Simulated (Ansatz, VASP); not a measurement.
## TaN: VASP beside Ansatz

```
CELL_PARAMETERS angstrom
2.87802 0.00000 0.00000
-1.43901 2.49244 0.00000
0.00000 0.00000 2.82415
ATOMIC_POSITIONS crystal
Ta 0.00000 0.00000 0.50000
N 0.66667 0.33333 0.00000
```

Alike in both runs: task single point; functional LDA; k mesh 10 × 10 × 9; occupations fermi-dirac, width 0.05 eV; no spin polarisation.

|  | VASP | Ansatz |
| --- | --- | --- |
| version | VASP 6.6.1 | Ansatz 0.2.0 |
| potentials or method | VASP PAW LDA potentials, release 64 (Ta_pv, N) | Ansatz PAW |
| plane-wave cutoff (eV) | 520 | 420 |
| valence electrons in the cell | 16 | 18 |

Ansatz gave:

```
gap on the k mesh at the Fermi level (eV)       : none
pressure (GPa)                                  : 12.0
largest component of the traceless stress (GPa) : 0.80
```

Which values does VASP return?

gap on the k mesh at the Fermi level (eV): none; pressure (GPa): 14.3; largest component of the traceless stress (GPa): 0.97.

A gap of «none» marks a metal or a gap that the smearing closes. The two sets of potentials don't hold the same shells in valence.

Caveats: the pressure holds a Pulay correction of +0.6 GPa for the finite cutoff (Ansatz); the PAW data sets come from PBE, with cores solved anew for the run's functional, which leaves a small shift of forces and pressure (Ansatz). The runs have no spin-orbit coupling, so splittings on Ta are missing.
